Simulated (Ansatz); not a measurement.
input.yaml (Ansatz)

```yaml
crystal:
  lattice:
    - [0.0, 2.5615008896, 2.5615008896]
    - [2.5615008896, 0.0, 2.5615008896]
    - [2.5615008896, 2.5615008896, 0.0]
  atoms:
    - { symbol: Pd, position: [0.0, 0.0, 0.0], spin: 0.5 }
    - { symbol: Pd, position: [0.5, 0.5, 0.5], spin: -0.5 }
hamiltonian:
  xc: revpbe
  pseudopotentials:
    kind: paw
    azcp:
      Pd: "pseudopotentials/Pd.paw.azcp"
basis:
  ecutwfc: 420
  fft_grid_basis: typed
kpoints:
  mp_grid: { grid: [12, 12, 12], shift: [0, 0, 0] }
magnetization:
  spin_polarized: true
scf:
  occupations: { method: fermi_dirac, width: 0.05 }
  lower_state_search: "off"
output:
  stress: true
```

Output

```
Engine: ansatz 0.2.0, x86_64-unknown-linux-gnu
Pseudopotentials: kind: paw
Pseudopotential: Pd, paw, valence charge 18, recommended cutoff 420 eV (normal) 
Functional definition: revPBE
  parameter kappa = 1.245
  parameter beta = 0.06672455060314922
  exchange = pbe_x(kappa = kappa, mu = beta*pi^2/3)
  correlation = pbe_c(beta = beta)
Crystal: 2 atoms, lattice volume = 33.613 Å³
Basis set: ecut = 420 eV, 645 PW (Γ)
Bands: 23, of which v1, the nominal top of the filled ones, is band 18 counted from 1 (17 counted from 0)
Symmetry: 48 space group operations
Space group: Fm-3m (ITA 225), of the structure as read, at distance tolerance 3.2e-5 Å
Magnetic group: BNS 225.121 (UNI 1623), of the structure as read, at distance tolerance 3.2e-5 Å
k-points: 72 of 1728
Non-local potential: Pd, projectors of the file, l = 0: 2, l = 1: 2, l = 2: 2, l = 3: 1
PAW form: soft (Blöchl's): semilocal exchange-correlation on the pseudo side does not see the compensation charge
PAW frozen core: Pd, regenerated for the run's functional, and the local potential with it (the file was generated under x = pbe(κ = 0.804, μ = 0.2195149727645171), c = pbe(β = 0.06672455060314922))
PAW one-centre angular grid: Pd, 590 points (default); XC on 64 Gauss nodes
Initial density: superposition of atomic densities (chi_scale 0.1, normalization cell)
Starting moments: Σ|m| = 1 μB on 2 of 2 sites
Starting magnetic order: antiferromagnet; a translation exchanges its spin sublattices: spin-degenerate at every k-point
Initial wavefunctions: pseudopotential atomic-orbital guess
Functional: x = revpbe(κ = 1.245, μ = 0.2195149727645171), c = pbe(β = 0.06672455060314922)
the translation (0.5, 0.5, 0.5) carries every atom to within crystal.symmetry.tolerance of an atom of its element with the starting moment reversed, but both spin channels are solved: the dense FFT box has an odd point count along it
SCF iter   1: F=—  HF=-13957.159994 eV  |F-HF|=—  |Δ(HF+E_count)|=         —  Δρ=7.22e-2 (↑7.22e-2 ↓7.22e-2)  dr2=6.35e0  dr2_m=2.14e-1  M=0.000 μB ∫|m|=0.229 μB  β_m=0.30  ethr=3.10e-3  ⟨swp⟩=5.4  Hψ=13317  notcnv=0
spin=Collinear: Kerker preconditioning applied to the charge; magnetization (m = ρ↑ − ρ↓) channel mixes plain (no charge-response kernel on spin).
SCF iter   2: F=—  HF=-13956.106215 eV  |F-HF|=—  |Δ(HF+E_count)|=    1.05e0  Δρ=4.36e-2 (↑4.36e-2 ↓4.36e-2)  dr2=2.05e0  dr2_m=1.30e-1  M=0.000 μB ∫|m|=0.163 μB  β_m=0.30  ethr=3.10e-3  ⟨swp⟩=2.4  Hψ=6663  notcnv=0  defer=31
SCF iter   3: F=—  HF=-13955.624188 eV  |F-HF|=—  |Δ(HF+E_count)|=   4.82e-1  Δρ=2.12e-2 (↑2.12e-2 ↓2.12e-2)  dr2=1.29e-1  dr2_m=7.78e-2  M=-0.000 μB ∫|m|=0.115 μB  β_m=0.30  ethr=3.10e-3  ⟨swp⟩=2.1  Hψ=5420  notcnv=0  defer=31
SCF iter   4: F=—  HF=-13955.623761 eV  |F-HF|=—  |Δ(HF+E_count)|=   4.28e-4  Δρ=1.27e-2 (↑1.27e-2 ↓1.27e-2)  dr2=8.28e-3  dr2_m=4.53e-2  M=0.000 μB ∫|m|=0.086 μB  β_m=0.30  ethr=3.57e-4  ⟨swp⟩=2.4  Hψ=7259  notcnv=0  defer=19
SCF iter   5: F=—  HF=-13955.630805 eV  |F-HF|=—  |Δ(HF+E_count)|=   7.04e-3  Δρ=9.62e-3 (↑9.62e-3 ↓9.61e-3)  dr2=4.10e-3  dr2_m=2.61e-2  M=0.000 μB ∫|m|=0.066 μB  β_m=0.30  ethr=2.30e-5  ⟨swp⟩=1.1  Hψ=3323  notcnv=0  defer=19
SCF iter   6: F=—  HF=-13955.637024 eV  |F-HF|=—  |Δ(HF+E_count)|=   6.22e-3  Δρ=7.01e-3 (↑7.01e-3 ↓7.01e-3)  dr2=1.08e-4  dr2_m=1.51e-2  M=-0.000 μB ∫|m|=0.050 μB  β_m=0.30  ethr=1.14e-5  ⟨swp⟩=2.0  Hψ=5391  notcnv=0  defer=19
SCF iter   7: F=—  HF=-13955.639069 eV  |F-HF|=—  |Δ(HF+E_count)|=   2.05e-3  Δρ=5.34e-3 (↑5.34e-3 ↓5.34e-3)  dr2=5.78e-5  dr2_m=8.73e-3  M=-0.000 μB ∫|m|=0.039 μB  β_m=0.30  ethr=2.99e-7  ⟨swp⟩=2.0  Hψ=4733  notcnv=0  defer=19
Mixer restart at iter 7: flushing history
spin-set hold released at iteration 7 (site moments contracting): the magnetisation degrees of freedom join the quasi-Newton model from the next iteration; the mixer history was flushed
SCF iter   8: F=—  HF=-13955.640200 eV  |F-HF|=—  |Δ(HF+E_count)|=   1.13e-3  Δρ=4.06e-3 (↑4.06e-3 ↓4.06e-3)  dr2=4.03e-5  dr2_m=5.05e-3  M=-0.000 μB ∫|m|=0.029 μB  β_m=0.65  ethr=1.61e-7  ⟨swp⟩=2.0  Hψ=4663  notcnv=0  defer=19
SCF iter   9: F=—  HF=-13955.641805 eV  |F-HF|=—  |Δ(HF+E_count)|=   1.60e-3  Δρ=9.39e-5 (↑9.34e-5 ↓9.39e-5)  dr2=4.67e-6  dr2_m=1.32e-6  M=0.000 μB ∫|m|=0.000 μB  β_m=0.72  ethr=1.12e-7  ⟨swp⟩=3.1  Hψ=7259  notcnv=0  defer=19
SCF iter  10: F=—  HF=-13955.641807 eV  |F-HF|=—  |Δ(HF+E_count)|=   2.39e-6  Δρ=3.32e-5 (↑3.32e-5 ↓3.29e-5)  dr2=4.22e-7  dr2_m=1.84e-7  M=0.000 μB ∫|m|=0.000 μB  β_m=0.85  ethr=1.30e-8  ⟨swp⟩=2.3  Hψ=4890  notcnv=0  defer=19
SCF iter  11: F=—  HF=-13955.641808 eV  |F-HF|=—  |Δ(HF+E_count)|=   7.60e-7  Δρ=1.21e-5 (↑1.20e-5 ↓1.21e-5)  dr2=1.31e-7  dr2_m=4.21e-9  M=-0.000 μB ∫|m|=0.000 μB  β_m=0.88  ethr=2.78e-10  ⟨swp⟩=4.0  Hψ=10093  notcnv=0
iter 12 did not close the SCF: its close was put off for a magnetic moment that had not settled (scf_convergence_deferred on its scf_iter line)
SCF iter  12: F=-13955.641808 eV  HF=-13955.641808 eV  |F-HF|=6.23e-9  |Δ(HF+E_count)|=   9.96e-8  Δρ=4.53e-6 (↑4.26e-6 ↓4.53e-6)  dr2=2.82e-8  dr2_m=5.33e-11  M=-0.000 μB ∫|m|=0.000 μB  β_m=0.94  ethr=2.78e-10  ⟨swp⟩=3.4  Hψ=9152  notcnv=0
SCF iter  13: F=-13955.641808 eV  HF=-13955.641808 eV  |F-HF|=1.47e-8  |Δ(HF+E_count)|=   1.88e-8  Δρ=3.48e-6 (↑3.48e-6 ↓3.13e-6)  dr2=1.81e-8  dr2_m=1.90e-11  M=-0.000 μB ∫|m|=0.000 μB  ethr=7.84e-11  ⟨swp⟩=2.0  Hψ=9419  notcnv=0
WARN: the starting moments were not kept: the SCF closed with an absolute magnetisation of 2.1e-6 μB, where they sum to 1 μB in size (2 sites). That is at most 0.1 of that sum. Measured as dr2_m measures the in/out step, that magnetisation stands 1.6e-12 eV from none, at or under the dr2_threshold of 1.0e-7 eV: it is no larger than a step whose dr2_m would equal this threshold. The system may hold no moment; this SCF shows only that its start led to no more than that. To try another start: raise the starting moments (crystal.atoms[].spin, magnetization.per_species, magnetization.initial_magnetization, or on a non-collinear deck that types none of these the spinor_matrix: blocks that start its atoms; where the total moment is fixed, keep their sum and leave initial_magnetization as it is; typed ones take the place of any that the run laid by itself, positive ones on a crystal's lanthanoids without a Hubbard term where scf.initial_density.shell_occupations: [] is typed) or, if the notice of its spin-set hold's release reads "site moments contracting" or "site moments show no strong build", lengthen the hold (scf.mixing.spin_hold: { on: { confirm: 4 } }; for m-r²SCAN on two components see the key's manual first). Each may lead to a state that holds a moment. A second SCF, from the converged charge density, with the starting moments and any scf.initial_density.shell_occupations laid on it anew, would have followed, and was not run: the deck does not ask for one (magnetization.retry_lost_moments is false, the default). To let it run, set magnetization.retry_lost_moments: true and run the deck again, where that key's refused combinations let it; where memory then withholds it, that run's warning says so.
SCF 1 converged in 13 iterations: F = -13955.641808 eV  dr2 = 1.81e-8
SCF converged after 13 iterations
Magnetization: -0.0000 μB (18.0000 up, 18.0000 down)
Absolute magnetization: 0.0000 μB (∫|ρ↑−ρ↓|, with the PAW one-centre terms)
Spin contamination: 0.0000 ħ² per cell (⟨S²⟩ above its minimum at these occupations)
Per-site moments (μB) at R_I (Å): [(-1.013937828132715e-6, 1.05661911696), (9.936499456076908e-7, 1.05661911696)]
Free energy (F): -13955.641808 eV
Harris-Foulkes:  -13955.641808 eV  (|F-HF|=1.47e-8)
Internal energy: -13955.616153 eV  (E = F + TS)
E sigma→0 (E₀):  -13955.628981 eV
Entropy (-TS):   -0.025655 eV (-12.827 meV/atom)
Fermi energy:    16.901677 eV
--- Per-component energies (eV) ---
  E_band       = -373.966265
  E_kinetic    = 1031.196589
  E_local      = -4049.687020  (includes V_loc(G=0)·N_el)
  E_nonlocal   = 434.257781
  E_hartree    = 1646.975059
  E_xc         = -337.497628
  E_vxc        = -422.856570  (∫ρ·V_xc dr)
  E_paw        = -7512.887521  (= ΣΔE_a)
  E_vpaw       = -660.829669  (= ΣTr[D̂ρ^β])
  E_aug_tail   = 0.000447  (compensation charges beyond the density's cutoff)
  E_ewald      = -5167.817535
  E_core_change = -0.156323  (= ΣΔE_core)
  E_smearing   = -0.025655  (= −TS)
  E_closure    = -0.000000  (closes the sum)
  Σ components = -13955.641808   (vs F -13955.641808, Δ=0.00e0)
--- Stress (GPa, compression-positive) ---
       11.696375      -0.000000       0.000000
       -0.000000      11.696375      -0.000000
       -0.000000       0.000000      11.696375
  P = ⅓ Tr σ = 11.6964 GPa (116.964 kbar)
```

Launched by

```sh
ansatz run input.yaml --threads 2 --pin off --max-ram 5120MiB --backend cpu --events-out ev --progress --plain --runs-dir out
```

On 2 threads of Intel(R) Xeon(R) 6975P-C (Granite Rapids) (shared host) this took about 1.8 s of wall time and 3.4 s of CPU time.
